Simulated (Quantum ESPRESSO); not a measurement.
# TiB2 (P6/mmm) in Quantum ESPRESSO: reference runs

Aim: a first look at TiB2 with PBE, on the cell as given and on a disturbed one.

All numbers are computed with Quantum ESPRESSO 7.5; they aren't measurements. Logs are shortened: lines on timing, memory, paths and dates and some standing lists are left out, and cuts for length are marked.

### Step 1. The structure

It takes space group P6/mmm (No. 191, hexagonal). The conventional cell has a = 3.029 Å, b = 3.029 Å, c = 3.228 Å, α = 90.00°, β = 90.00°, γ = 120.00°. Ti (site symmetry 6/mmm) has 12 B at 2.38 Å as nearest neighbours. Around B (site symmetry -6m2) lie 3 B at 1.75 Å.

### Step 2. Single point, PBE

pw.in

```
&CONTROL
  calculation = 'scf'
  prefix = 'pwscf'
  outdir = './tmp'
  pseudo_dir = './pseudo'
  tprnfor = .true.
  tstress = .true.
  disk_io = 'nowf'
/
&SYSTEM
  ibrav = 0
  nat = 3
  ntyp = 2
  ecutwfc = 55
  ecutrho = 440
  nbnd = 15
  occupations = 'smearing'
  smearing = 'fd'
  degauss = 0.00367493
/
&ELECTRONS
  conv_thr = 6d-10
  electron_maxstep = 120
  mixing_beta = 0.5
/
ATOMIC_SPECIES
Ti    47.8670 ti_pbe_v1.4.uspp.F.UPF
B     10.8100 b_pbe_v1.4.uspp.F.UPF
CELL_PARAMETERS angstrom
   3.0292000000    0.0000000000    0.0000000000
  -1.5146000000    2.6233641531    0.0000000000
   0.0000000000    0.0000000000    3.2284000000
ATOMIC_POSITIONS crystal
Ti     0.0000000000    0.0000000000    0.0000000000
B      0.6666666667    0.3333333333    0.5000000000
B      0.3333333333    0.6666666667    0.5000000000
K_POINTS automatic
10 10 8 0 0 0
```

Potentials or basis: SSSP 1.3 efficiency PBE.

Run with:

```
$ OMP_NUM_THREADS=1 pw.x -in pw.in > pw.out
```

pw.out:

```text
This program is part of the open-source Quantum ESPRESSO suite
     for quantum simulation of materials; please cite
[... 9 lines left out ...]
     --------------------
     sticks:   dense  smooth     PW     G-vecs:    dense   smooth      PW
     Sum        1003     499    151                26915     9587    1631

     Using Slab Decomposition

     bravais-lattice index     =            0
     lattice parameter (alat)  =       5.7244  a.u.
     unit-cell volume          =     173.1293 (a.u.)^3
     number of atoms/cell      =            3
     number of atomic types    =            2
     number of electrons       =        18.00
     number of Kohn-Sham states=           15
     kinetic-energy cutoff     =      55.0000  Ry
     charge density cutoff     =     440.0000  Ry
     scf convergence threshold =      6.0E-10
     mixing beta               =       0.5000
     number of iterations used =            8  plain     mixing
     Exchange-correlation=  SLA  PW   PBX  PBC
                           (   1   4   3   4   0   0   0)

     celldm(1)=   5.724358  celldm(2)=   0.000000  celldm(3)=   0.000000
     celldm(4)=   0.000000  celldm(5)=   0.000000  celldm(6)=   0.000000

     crystal axes: (cart. coord. in units of alat)
               a(1) = (   1.000000   0.000000   0.000000 )
               a(2) = (  -0.500000   0.866025   0.000000 )
               a(3) = (   0.000000   0.000000   1.065760 )

     reciprocal axes: (cart. coord. in units 2 pi/alat)
               b(1) = (  1.000000  0.577350 -0.000000 )
               b(2) = (  0.000000  1.154701  0.000000 )
               b(3) = (  0.000000 -0.000000  0.938298 )

     PseudoPot. # 1 for Ti read from file:
     ti_pbe_v1.4.uspp.F.UPF
     Pseudo is Ultrasoft + core correction, Zval = 12.0
     Generated by new atomic code, or converted to UPF format
     Using radial grid of  851 points,  6 beta functions with:
                l(1) =   0
                l(2) =   0
                l(3) =   1
                l(4) =   1
                l(5) =   2
                l(6) =   2
     Q(r) pseudized with  6 coefficients,  rinner =    1.000   1.000   1.000
                                                       1.000   1.000

     PseudoPot. # 2 for B  read from file:
     b_pbe_v1.4.uspp.F.UPF
     Pseudo is Ultrasoft + core correction, Zval =  3.0
     Generated by new atomic code, or converted to UPF format
     Using radial grid of  781 points,  4 beta functions with:
                l(1) =   0
                l(2) =   0
                l(3) =   1
                l(4) =   1
     Q(r) pseudized with  8 coefficients,  rinner =    1.100   1.100   1.100

     atomic species   valence    mass     pseudopotential
     Ti               12.00    47.86700     Ti( 1.00)
     B                 3.00    10.81000     B ( 1.00)

     24 Sym. Ops., with inversion, found

   Cartesian axes

     site n.     atom                  positions (alat units)
         1        Ti     tau(   1) = (   0.0000000   0.0000000   0.0000000  )
         2        B      tau(   2) = (   0.5000000   0.2886751   0.5328800  )
         3        B      tau(   3) = (  -0.0000000   0.5773503   0.5328800  )

     number of k points=    70  Fermi-Dirac smearing, width (Ry)=  0.0037
                       cart. coord. in units 2pi/alat
        k(    1) = (   0.0000000   0.0000000   0.0000000), wk =   0.0025000
        k(    2) = (   0.0000000   0.0000000   0.1172872), wk =   0.0050000
        k(    3) = (   0.0000000   0.0000000   0.2345744), wk =   0.0050000
        k(    4) = (   0.0000000   0.0000000   0.3518616), wk =   0.0050000
        k(    5) = (   0.0000000   0.0000000  -0.4691488), wk =   0.0025000
        k(    6) = (   0.0000000   0.1154701   0.0000000), wk =   0.0150000
[... 62 lines left out ...]
        k(   69) = (   0.3000000   0.5196152   0.3518616), wk =   0.0300000
        k(   70) = (   0.3000000   0.5196152  -0.4691488), wk =   0.0150000

     Dense  grid:    26915 G-vectors     FFT dimensions: (  40,  40,  45)

     Smooth grid:     9587 G-vectors     FFT dimensions: (  27,  27,  30)

     Check: negative core charge=   -0.000003

     Initial potential from superposition of free atoms

     starting charge      16.9994, renormalised to      18.0000

     negative rho (up, down):  1.240E-03 0.000E+00
     Starting wfcs are   18 randomized atomic wfcs

     Self-consistent Calculation

     iteration #  1     ecut=    55.00 Ry     beta= 0.50
     Davidson diagonalization with overlap
     ethr =  1.00E-02,  avg # of iterations =  2.8

     negative rho (up, down):  1.704E-03 0.000E+00

     total energy              =    -131.98663495 Ry
     estimated scf accuracy    <       0.72417431 Ry

     iteration #  2     ecut=    55.00 Ry     beta= 0.50
     Davidson diagonalization with overlap
     ethr =  4.02E-03,  avg # of iterations =  2.7

     negative rho (up, down):  8.740E-04 0.000E+00

     total energy              =    -132.12586934 Ry
     estimated scf accuracy    <       0.66310850 Ry

     iteration #  3     ecut=    55.00 Ry     beta= 0.50
     Davidson diagonalization with overlap
     ethr =  3.68E-03,  avg # of iterations =  1.4

     negative rho (up, down):  6.884E-04 0.000E+00

     total energy              =    -132.26684772 Ry
     estimated scf accuracy    <       0.01845199 Ry

     iteration #  4     ecut=    55.00 Ry     beta= 0.50
     Davidson diagonalization with overlap
     ethr =  1.03E-04,  avg # of iterations =  2.8
[... 28 lines left out ...]
     negative rho (up, down):  5.391E-04 0.000E+00

     total energy              =    -132.27215827 Ry
     estimated scf accuracy    <       0.00000016 Ry

     iteration #  8     ecut=    55.00 Ry     beta= 0.50
     Davidson diagonalization with overlap
     ethr =  9.07E-10,  avg # of iterations =  1.7

     negative rho (up, down):  5.390E-04 0.000E+00

     total energy              =    -132.27215831 Ry
     estimated scf accuracy    <          9.4E-09 Ry

     iteration #  9     ecut=    55.00 Ry     beta= 0.50
     Davidson diagonalization with overlap
     ethr =  5.20E-11,  avg # of iterations =  1.8

     negative rho (up, down):  5.391E-04 0.000E+00

     End of self-consistent calculation

          k = 0.0000 0.0000 0.0000 (  1203 PWs)   bands (ev):

   -41.7709 -18.1193 -17.8167 -17.8167   1.6628  12.5581  12.5581  12.8367
    13.0548  17.0676  17.0676  18.8164  18.8164  20.9357  20.9357

          k = 0.0000 0.0000 0.1173 (  1191 PWs)   bands (ev):

   -41.7688 -18.1490 -17.8144 -17.8144   1.8687  11.3117  12.7220  12.7220
    14.3704  16.5908  16.5908  18.4623  18.4623  21.6835  21.6835

          k = 0.0000 0.0000 0.2346 (  1196 PWs)   bands (ev):

   -41.7636 -18.2200 -17.8087 -17.8087   2.4359   9.6366  13.2024  13.2024
    15.5550  15.7874  15.7874  17.5520  17.5520  21.8975  23.2278

          k = 0.0000 0.0000 0.3519 (  1202 PWs)   bands (ev):

   -41.7584 -18.2901 -17.8030 -17.8030   3.1760   8.2024  13.9504  13.9504
    15.2010  15.2010  16.4090  16.4090  16.4529  21.7702  24.7401

          k = 0.0000 0.0000-0.4691 (  1178 PWs)   bands (ev):

   -41.7563 -18.3188 -17.8006 -17.8006   3.5892   7.5546  14.6020  14.6020
    14.9934  14.9934  15.6026  15.6026  16.8143  21.7196  24.9461

          k = 0.0000 0.1155 0.0000 (  1187 PWs)   bands (ev):

   -41.7657 -18.1127 -17.8565 -17.8258   1.8553  12.0145  12.5221  12.6895
    13.1511  17.0110  17.3895  18.1437  18.2712  21.5627  22.0187
[... 76 lines left out ...]
          k = 0.0000 0.4619 0.1173 (  1189 PWs)   bands (ev):

   -41.7195 -18.1799 -18.0827 -17.8984   4.5782   7.4571  11.7319  11.8850
    13.0246  16.8770  17.3825  17.9412  19.0598  21.4536  23.1157

          k = 0.0000 0.4619 0.2346 (  1197 PWs)   bands (ev):

   -41.7145 -18.1695 -18.1451 -17.8908   4.8051   7.6145  11.2496  11.5697
    12.8889  16.9203  17.4052  18.4300  19.5530  20.5547  23.0811

          k = 0.0000 0.4619 0.3519 (  1195 PWs)   bands (ev):

   -41.7096 -18.2080 -18.1580 -17.8833   4.9817   7.9870  10.8531  11.0171
    12.6331  17.1892  17.6842  19.1849  19.4054  20.5509  22.3304

          k = 0.0000 0.4619-0.4691 (  1186 PWs)   bands (ev):

   -41.7076 -18.2335 -18.1536 -17.8801   5.0363   8.2688  10.6397  10.7059
    12.5289  17.5703  17.7678  19.0075  19.5589  21.2780  21.3933

          k = 0.0000-0.5774 0.0000 (  1202 PWs)   bands (ev):

   -41.7162 -18.2220 -18.0498 -17.9104   5.7997   5.9360  11.8914  11.9429
    12.9029  16.5113  17.9126  18.3913  18.5257  22.6019  22.6299

          k = 0.0000-0.5774 0.1173 (  1206 PWs)   bands (ev):

   -41.7142 -18.2173 -18.0757 -17.9072   5.8574   6.0009  11.6232  11.9551
    12.8562  16.9767  17.4804  17.9380  19.2836  21.2316  23.3746

          k = 0.0000-0.5774 0.2346 (  1188 PWs)   bands (ev):

   -41.7093 -18.2059 -18.1378 -17.8994   5.6723   6.5484  11.0991  11.9834
    12.5057  16.9869  18.0005  18.0531  19.7916  20.3186  22.9382

          k = 0.0000-0.5774 0.3519 (  1192 PWs)   bands (ev):

   -41.7044 -18.1991 -18.1945 -17.8917   5.4933   7.2428  10.6774  11.7762
    12.0102  17.2947  18.0644  19.2015  19.8070  20.1488  21.8450

          k = 0.0000-0.5774-0.4691 (  1200 PWs)   bands (ev):

   -41.7024 -18.2244 -18.1898 -17.8885   5.4208   7.6163  10.5223  11.3439
    12.0209  17.6586  18.0913  19.6428  19.7512  20.5351  20.9220

          k = 0.1000 0.1732 0.0000 (  1191 PWs)   bands (ev):

   -41.7563 -18.1007 -17.9250 -17.8450   2.2323  11.1977  12.1963  12.4785
    13.4255  16.8339  17.5033  17.8487  17.9862  22.4213  22.8345

          k = 0.1000 0.1732 0.1173 (  1183 PWs)   bands (ev):

   -41.7542 -18.1295 -17.9219 -17.8424   2.4175  11.2889  11.4733  12.2275
    14.1774  16.0577  17.2806  17.9929  18.4565  22.6000  22.7458

          k = 0.1000 0.1732 0.2346 (  1192 PWs)   bands (ev):

   -41.7491 -18.1981 -17.9146 -17.8361   2.9190  10.0401  11.5248  12.2855
    15.0608  15.1918  16.8494  17.9015  18.4900  22.5505  23.1497

          k = 0.1000 0.1732 0.3519 (  1200 PWs)   bands (ev):

   -41.7440 -18.2659 -17.9073 -17.8298   3.5448   8.8115  11.7854  12.3126
    14.6651  15.7911  16.8125  17.3365  17.9541  22.5091  23.9190

          k = 0.1000 0.1732-0.4691 (  1200 PWs)   bands (ev):

   -41.7419 -18.2937 -17.9044 -17.8272   3.8714   8.2799  11.9002  12.3131
    14.5075  16.1345  17.0284  17.0410  17.4425  22.4980  24.2874

          k = 0.1000 0.2887 0.0000 (  1189 PWs)   bands (ev):
[... 154 lines left out ...]
          k = 0.3000 0.5196 0.1173 (  1200 PWs)   bands (ev):

   -41.7084 -18.1286 -18.0679 -18.0514   6.1769   7.2476   8.3455  12.6392
    13.4135  16.6063  16.9340  17.6640  21.4916  21.6330  25.3275

          k = 0.3000 0.5196 0.2346 (  1192 PWs)   bands (ev):

   -41.7035 -18.1292 -18.1180 -18.0418   6.1766   7.1994   8.7501  12.2459
    12.7306  17.2446  17.9501  17.9907  20.6890  21.0252  24.4540

          k = 0.3000 0.5196 0.3519 (  1191 PWs)   bands (ev):

   -41.6986 -18.1895 -18.1077 -18.0323   6.1368   7.1448   9.2622  11.9298
    12.2679  17.6013  18.5637  18.8804  20.0131  20.4935  22.9159

          k = 0.3000 0.5196-0.4691 (  1200 PWs)   bands (ev):

   -41.6966 -18.2143 -18.1033 -18.0283   6.1119   7.1203   9.5136  11.8043
    12.1115  17.6766  19.1085  19.2573  19.5456  20.2572  22.3336

     the Fermi energy is    15.1092 ev

!    total energy              =    -132.27215831 Ry
     estimated scf accuracy    <          5.9E-11 Ry
     smearing contrib. (-TS)   =      -0.00046784 Ry
     internal energy E=F+TS    =    -132.27169047 Ry

     The total energy is F=E-TS. E is the sum of the following terms:
     one-electron contribution =     -29.66160493 Ry
     hartree contribution      =      24.24226567 Ry
     xc contribution           =     -24.23479936 Ry
     ewald contribution        =    -102.61755186 Ry

     convergence has been achieved in   9 iterations

     negative rho (up, down):  5.391E-04 0.000E+00

     Forces acting on atoms (cartesian axes, Ry/au):

     atom    1 type  1   force =    -0.00000000   -0.00000000    0.00000000
     atom    2 type  2   force =     0.00000000    0.00000000    0.00000000
     atom    3 type  2   force =     0.00000000    0.00000000    0.00000000

     Total force =     0.000000     Total SCF correction =     0.000000

     Computing stress (Cartesian axis) and pressure

     negative rho (up, down):  5.391E-04 0.000E+00
          total   stress  (Ry/bohr**3)                   (kbar)     P=        0.49
   0.00000730  -0.00000000   0.00000000            1.07       -0.00        0.00
  -0.00000000   0.00000730   0.00000000           -0.00        1.07        0.00
   0.00000000   0.00000000  -0.00000460            0.00        0.00       -0.68

=------------------------------------------------------------------------------=
   JOB DONE.
=------------------------------------------------------------------------------=
```

Run time: 22 s. Hardware: 1 thread of Arm Neoverse V1, shared host; peak memory 0.15 GiB.

Results:

- Free energy: -1799.6544 eV
- Pressure: 0.0 GPa
- Band gap on the k mesh: none (metal or under the smearing width)

Levels at points of the mesh, in eV from the Fermi level:
```
             k point  band 6  band 7  band 8  band 9  band 10  band 11  band 12  band 13
  (0.00, 0.00, 0.00)   -2.55   -2.55   -2.27   -2.05     1.96     1.96     3.71     3.71
 (0.00, 0.00, -0.50)   -7.55   -0.51   -0.51   -0.12    -0.12     0.49     0.49     1.71
 (0.00, -0.50, 0.00)   -9.17   -3.22   -3.17   -2.21     1.40     2.80     3.28     3.42
(0.00, -0.50, -0.50)   -7.49   -4.59   -3.77   -3.09     2.55     2.98     4.53     4.64
```

### Step 3. Single point, PBE (atoms moved at random, drawn with an rms of 0.05 Å)

Edit pw.in of step 2 so:

```diff
@@ -33,5 +33,5 @@
 ATOMIC_POSITIONS crystal
-Ti     0.0000000000    0.0000000000    0.0000000000
-B      0.6666666667    0.3333333333    0.5000000000
-B      0.3333333333    0.6666666667    0.5000000000
+Ti    -0.0033710000   -0.0139150000   -0.0152660000
+B      0.6563980000    0.3134780000    0.5027410000
+B      0.3314890000    0.6664920000    0.4940860000
 K_POINTS automatic
```

Potentials or basis: SSSP 1.3 efficiency PBE.

Run with:

```
$ OMP_NUM_THREADS=1 pw.x -in pw.in > pw.out
```

pw.out:

```text
This program is part of the open-source Quantum ESPRESSO suite
     for quantum simulation of materials; please cite
[... 6 lines left out ...]
     --------------------
     sticks:   dense  smooth     PW     G-vecs:    dense   smooth      PW
     Sum        1003     499    151                26915     9587    1631

     Using Slab Decomposition

     bravais-lattice index     =            0
     lattice parameter (alat)  =       5.7244  a.u.
     unit-cell volume          =     173.1293 (a.u.)^3
     number of atoms/cell      =            3
     number of atomic types    =            2
     number of electrons       =        18.00
     number of Kohn-Sham states=           15
     kinetic-energy cutoff     =      55.0000  Ry
     charge density cutoff     =     440.0000  Ry
     scf convergence threshold =      6.0E-10
     mixing beta               =       0.5000
     number of iterations used =            8  plain     mixing
     Exchange-correlation=  SLA  PW   PBX  PBC
                           (   1   4   3   4   0   0   0)

     celldm(1)=   5.724358  celldm(2)=   0.000000  celldm(3)=   0.000000
[... 156 lines left out ...]
     End of self-consistent calculation

     Number of k-points >= 100: set verbosity='high' to print the bands.

     the Fermi energy is    15.1078 ev

!    total energy              =    -132.26925236 Ry
     estimated scf accuracy    <          3.6E-13 Ry
     smearing contrib. (-TS)   =      -0.00042039 Ry
     internal energy E=F+TS    =    -132.26883197 Ry

     The total energy is F=E-TS. E is the sum of the following terms:
     one-electron contribution =     -29.71556577 Ry
     hartree contribution      =      24.27023233 Ry
     xc contribution           =     -24.23756684 Ry
     ewald contribution        =    -102.58593170 Ry

     convergence has been achieved in  10 iterations

     negative rho (up, down):  9.978E-04 0.000E+00

     Forces acting on atoms (cartesian axes, Ry/au):

     atom    1 type  1   force =    -0.00796776    0.00540271    0.02459006
     atom    2 type  2   force =     0.00179045    0.02997444   -0.01835140
     atom    3 type  2   force =     0.00617731   -0.03537715   -0.00623866

     Total force =     0.057135     Total SCF correction =     0.000000

     Computing stress (Cartesian axis) and pressure

     negative rho (up, down):  9.978E-04 0.000E+00
          total   stress  (Ry/bohr**3)                   (kbar)     P=        6.35
  -0.00002434   0.00000307  -0.00001105           -3.58        0.45       -1.62
   0.00000307   0.00014583   0.00000575            0.45       21.45        0.85
  -0.00001105   0.00000575   0.00000805           -1.62        0.85        1.18

=------------------------------------------------------------------------------=
   JOB DONE.
=------------------------------------------------------------------------------=
```

Run time: 2 min. Hardware: 1 thread of Arm Neoverse V1, shared host; peak memory 0.24 GiB.

What came out:

| Property | Result |
| --- | --- |
| Free energy | -1799.6149 eV |
| Pressure | 0.6 GPa |
| Largest force | 0.937 eV/Å |
| Band gap on the k mesh | none (metal or under the smearing width) |

Forces in eV/Å, atoms in the order of the input:
```
Ti  -0.205  0.139  0.632
B    0.046  0.771 -0.472
B    0.159 -0.910 -0.160
```

Stress tensor (GPa, compression positive):
```
-0.36  0.05 -0.16
 0.05  2.15  0.08
-0.16  0.08  0.12
```

Levels at points of the mesh, in eV from the Fermi level:
```tsv
k point	band 5	band 6	band 7	band 8	band 9	band 10	band 11	band 12	band 13	band 14
(0.00, 0.00, 0.00)	-13.45	-2.77	-2.44	-2.35	-1.88	1.91	1.98	3.55	3.89	5.38
(0.00, 0.00, -0.50)	-11.52	-7.56	-0.91	-0.30	-0.21	0.05	0.53	0.59	1.71	6.61
(0.00, -0.50, 0.00)	-9.47	-9.10	-3.10	-3.02	-2.18	1.39	2.80	3.09	3.26	7.19
(0.00, -0.50, -0.50)	-9.60	-7.68	-4.53	-3.90	-2.95	2.53	2.98	4.52	4.75	5.48
(0.50, -0.50, 0.00)	-9.24	-9.20	-3.30	-3.24	-2.23	1.43	2.81	3.29	3.62	7.09
(-0.50, 0.00, 0.00)	-9.24	-9.21	-3.28	-3.22	-2.22	1.42	2.81	3.29	3.57	7.09
(0.50, -0.50, -0.50)	-9.74	-7.39	-4.62	-3.69	-3.17	2.56	2.98	4.50	4.61	5.34
(-0.50, 0.00, -0.50)	-9.73	-7.42	-4.61	-3.71	-3.15	2.56	2.98	4.49	4.61	5.37
```
